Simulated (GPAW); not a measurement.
# PtSe2 (Sudovikovite) (P-3m1) in GPAW: settings compared, part 2 of 3

GPAW 26.7.0. Earlier steps stand in the parts before.

## (4) Equation of state, LDA

run.py

```python
from ase.eos import EquationOfState
from ase.io import Trajectory, read
from ase.units import GPa
from gpaw import GPAW, PW

atoms = read('PtSe2.xyz')

traj = Trajectory('eos.traj', 'w')
volumes, energies = [], []
for x in [0.94, 0.96, 0.98, 1.0, 1.02, 1.04, 1.06]:
    a = atoms.copy()
    a.set_cell(atoms.cell * x**(1 / 3), scale_atoms=True)
    calc = GPAW(mode=PW(1600),
                xc='LDA',
                kpts={'size': (6, 6, 4), 'gamma': True},
                occupations={'name': 'fermi-dirac', 'width': 0.05},
                setups='hgh',
                nbands=-12,
                convergence={'density': 1e-05, 'energy': 1e-05},
                maxiter=150,
                txt=f'eos-{x:.2f}.txt')
    a.calc = calc
    energies.append(a.get_potential_energy(force_consistent=True))
    volumes.append(a.get_volume())
    p = -a.get_stress()[:3].mean() / GPa
    calc.write(f'eos-{x:.2f}.gpw')
    traj.write(a)
    print(f'{x:.2f} {volumes[-1]:10.4f} A^3 {energies[-1]:14.6f} eV {p:9.3f} GPa', flush=True)

v0, e0, B = EquationOfState(volumes, energies, eos='birchmurnaghan').fit()
print(f'V0 = {v0:.4f} A^3, E0 = {e0:.6f} eV, B0 = {B / GPa:.2f} GPa')
```

PtSe2.xyz

```xyz
3
Lattice="3.7240000000 0.0000000000 0.0000000000 -1.8620000000 3.2250786037 0.0000000000 0.0000000000 0.0000000000 5.0620000000" Properties=species:S:1:pos:R:3 pbc="T T T"
Pt     0.0000000000      0.0000000000      0.0000000000
Se     1.8620000002      1.0750262011      3.7965000000
Se    -0.0000000002      2.1500524026      1.2655000000
```

Potentials or basis: HGH pseudopotentials, pw.

Command:

```sh
> OMP_NUM_THREADS=1 python run.py
```

Standard output:

```text
__  _  _
 | _ |_)|_||  |
 |__||  | ||/\| - 26.7.0

Input parameters:
  mode=PW(ecut=1600.0),
  convergence={'density': 1e-05, 'energy': 1e-05},
  kpts=MonkhorstPack(size=(6, 6, 4), gamma=True),
  maxiter=150,
  nbands=-12,
  occupations=Occupations(name='fermi-dirac', width=0.05),
  setups={'default': 'hgh'},
  xc=XC(name='LDA')

Diagonalizing LCAO Hamiltonian
Converting LCAO to pw mode

            Se

        Se

       Pt

Atoms  # Å, Bohr magnetons
|   | symbol |         x |        y |        z |    initial magnetic moments |
|---|--------|-----------|----------|----------|-----------------------------|
| 0 |     Pt |  0.000000 | 0.000000 | 0.000000 | ( 0.0000,  0.0000,  0.0000) |
| 1 |     Se |  1.823989 | 1.053081 | 3.718999 | ( 0.0000,  0.0000,  0.0000) |
| 2 |     Se | -0.000000 | 2.106161 | 1.239666 | ( 0.0000,  0.0000,  0.0000) |

Unit cell  # Å
| periodic |         x |        y |        z |  lengths |     angles |
|----------|-----------|----------|----------|----------|------------|
|      yes |  3.647979 | 0.000000 | 0.000000 | 3.647979 |  90.000000 |
|      yes | -1.823989 | 3.159242 | 0.000000 | 3.647979 |  90.000000 |
|      yes |  0.000000 | 0.000000 | 4.958665 | 4.958665 | 120.000000 |

Number of symmetries: 12
Symmetry operations  # r_c * U_cc + t_c -> r_c
|    | kind |            matrix            |
|----|------|------------------------------|
|  0 |  σ   |  1, 1, 0,  0,-1, 0,  0, 0, 1 |
|  1 |  S6  |  1, 1, 0, -1, 0, 0,  0, 0,-1 |
|  2 |  E   |  1, 0, 0,  0, 1, 0,  0, 0, 1 |
|  3 |  C2  |  1, 0, 0, -1,-1, 0,  0, 0,-1 |
|  4 |  C2  |  0, 1, 0,  1, 0, 0,  0, 0,-1 |
|  5 |  C3  |  0, 1, 0, -1,-1, 0,  0, 0, 1 |
|  6 |  S6  |  0,-1, 0,  1, 1, 0,  0, 0,-1 |
|  7 |  σ   |  0,-1, 0, -1, 0, 0,  0, 0, 1 |
|  8 |  σ   | -1, 0, 0,  1, 1, 0,  0, 0, 1 |
|  9 |  i   | -1, 0, 0,  0,-1, 0,  0, 0,-1 |
| 10 |  C3  | -1,-1, 0,  1, 0, 0,  0, 0, 1 |
| 11 |  C2  | -1,-1, 0,  0, 1, 0,  0, 0,-1 |

BZ-sampling:
  Number of BZ points: 144
  Number of IBZ points: 24

  Monkhorst-Pack size: [6, 6, 4]
  Monkhorst-Pack shift: [0.08333333333333333, 0.08333333333333333, 0.125]

K-points  # in reciprocal-cell coordinates
|     |                                coordinates |     weight |
|-----|--------------------------------------------|------------|
|   0 | (  0.00000000,   0.00000000,   0.00000000) | 0.00694444 |
|   1 | (  0.00000000,   0.00000000,   0.25000000) | 0.01388889 |
|   2 | (  0.00000000,   0.00000000,   0.50000000) | 0.00694444 |
|   3 | (  0.16666667,   0.00000000,  -0.25000000) | 0.04166667 |
|   4 | (  0.16666667,   0.00000000,   0.00000000) | 0.04166667 |
|   5 | (  0.16666667,   0.00000000,   0.25000000) | 0.04166667 |
|   6 | (  0.16666667,   0.00000000,   0.50000000) | 0.04166667 |
|   7 | (  0.33333333,  -0.16666667,   0.00000000) | 0.04166667 |
|   8 | (  0.33333333,  -0.16666667,   0.25000000) | 0.08333333 |
|   9 | (  0.33333333,  -0.16666667,   0.50000000) | 0.04166667 |
| ... |                                            |            |
|  23 | (  0.50000000,   0.50000000,   0.50000000) | 0.02083333 |

Plane wave coefficients: 8328
Cutoff: 1600.0 eV

Spin-components: 1 (collinear spins)
Bands:           23
Projectors:      18
Spin-degeneracy: 2
Datatype:        complex128

Parallelization:
  kpt:    1
  domain: 1
  band:   1

Density:
  Valence electrons: 22.0
  Components: 1
  Grid points: [35 35 48]
  Charge: 0.0  # |e|

Potential:
  Grid points: [35 35 48]

species:
  HGH setup for Pt
      Valence Z=10, rloc=0.61600
      Local part coeffs: 11.02742
      Projectors:
          l=0, rc=0.52013
          l=1, rc=0.65898
          l=2, rc=0.45124
      Diagonal coefficients of nonlocal parts:
          l=0:  2.44743,  2.64036
          l=1:  0.40845,  1.64772
          l=2: -4.55229, -2.10240

    LCAO basis set for Pt:
      Name: atompaw.sz
      This basis set was not loaded from a file
      Number of radial functions: 2
      Number of spherical harmonics: 6
        l=0, rc=8.9500 Bohr: 1s e=-0.218 f=1.000
        l=2, rc=8.9500 Bohr: 1d e=-0.233 f=9.000
      Number of RI-basis functions 0

  HGH setup for Se
      Valence Z=6, rloc=0.51000
      Local part coeffs: zeros
      Projectors:
          l=0, rc=0.43253
          l=1, rc=0.47247
          l=2, rc=0.61342
      Diagonal coefficients of nonlocal parts:
          l=0:  5.14513,  2.05201, -1.36920
          l=1:  2.85881, -0.59067
          l=2:  0.43483

    LCAO basis set for Se:
      Name: atompaw.sz
      This basis set was not loaded from a file
      Number of radial functions: 2
      Number of spherical harmonics: 4
        l=0, rc=8.9500 Bohr: 1s e=-0.642 f=2.000
        l=1, rc=8.9500 Bohr: 1p e=-0.244 f=4.000
      Number of RI-basis functions 0

Reference energy: 0.000000  # eV

eigensolver:
  PPCG
  Converge bands: occupied
  niter=2

density mixing:
  MSR1-Mixer
  Pratt-step length: 0.05
  Maximum mixing coefficient: 0.75
  Old densities: 10
  SVD Regularization: 0.005
  Good broyden scale: 1.0
  Trust region scale: 1.0
  Backstep threshold: 4.0
  History deletion threshold: 6.0
  Fourier metric: weight=20.0, sigma=0.015

occupation numbers:
  Fermi-Dirac:
    width: 0.0500  # eV

poisson solver:
  ecut: 12800.0  # eV

xc functional:
  name: None

convergence criteria:
- Maximum integral of absolute [dens]ity change: 1e-05 electrons / valence electron
- Maximum [total energy] change in last 3 cyles: 1e-05 eV / valence electron
- Maximum integral of absolute [eigenst]ate change: 4e-08 eV^2 / valence electron
maximum number of iterations: 150

SCF iterations
|iter     | |      energy | eigst |  dens |
|---------|-|-------------|-------|-------|
|iter:   1| |-1235.485218 | +0.32 |       |
|iter:   2| |-1235.279080 | -1.64 | -1.03 |
|iter:   3| |-1234.755523 | -1.90 | -1.09 |
|iter:   4| |-1234.749797 | -3.66 | -1.52 |
|iter:   5| |-1234.744374 | -3.61 | -1.78 |
|iter:   6| |-1234.744094 | -5.01 | -2.62 |
|iter:   7| |-1234.744086 | -6.19 | -3.09 |
|iter:   8| |-1234.744086c| -7.69c| -3.84 |
|iter:   9| |-1234.744086c| -8.22c| -4.66 |
|iter:  10| |-1234.744086c| -8.88c| -5.35c|

Converged in 10 steps
Energy contributions relative to reference atoms: (reference = 0.000000)

Energy contributions:
  Kinetic:         364.315350
  Coulomb:       -1640.703747
  Zero:            278.124646
  External:          0.000000
  Xc:             -236.476474
  Entropy:          -0.007720
  Spinorbit:         0.000000
  ----------------------------
  Free energy:   -1234.747946
  Extrapolated:  -1234.744086

dipole moment: (-9.119947, -15.796211, -24.793324)  # |e|*Ang

Fermi level: 7.878
Eigenvalues  # (at kpt = [0.000, 0.000, 0.000])
| band index |      eig [eV] | occ [0-2] |
|------------|---------------|-----------|
|          0 |        -8.536 |     2.000 |
|        ... |               |           |
|          2 |         0.027 |     2.000 |
|          3 |         0.778 |     2.000 |
|          4 |         0.778 |     2.000 |
|          5 |         3.331 |     2.000 |
|          6 |         3.331 |     2.000 |
|          7 |         4.994 |     2.000 |
[... 8 lines left out ...]
|         16 |        15.139 |     0.000 |
|         17 |        19.993 |     0.000 |
|        ... |               |           |
|         22 |        21.057 |     0.000 |

No gap
No difference between direct/indirect transitions

Stress tensor  # eV/Ang^3
|         x |         y |         z |
|-----------|-----------|-----------|
| -0.078514 | -0.000000 |  0.000000 |
| -0.000000 | -0.078514 | -0.000000 |
|  0.000000 | -0.000000 | -0.046542 |

# Writing to eos-0.94.gpw (mode='')
```

Wall time 5.6 min (1 thread of Intel Xeon Platinum 8488C (Sapphire Rapids), shared host); peak memory 0.54 GiB.

Results:

```
Equilibrium volume                        : 20.42 Å³/atom
Bulk modulus at fixed shape and positions : 132 GPa
Pressure derivative of the bulk modulus   : 4.8
```

Energy against volume, from the lowest point:
```
volume (Å³/atom)  energy (meV/atom)
          19.049              43.07
          19.455              20.28
          19.860               6.24
          20.265               0.00
          20.671               0.70
          21.076               7.59
          21.481              19.98
```

Caveat: the cell was scaled at fixed shape and fractional positions, which overstates the stiffness of a crystal with free parameters, most of all of layers and chains; HGH potentials are hard and often keep d shells in the core, so these values are rough. Spin-orbit coupling is left out, which matters for the levels of Pt.

(Continued in part 3 of 3.)
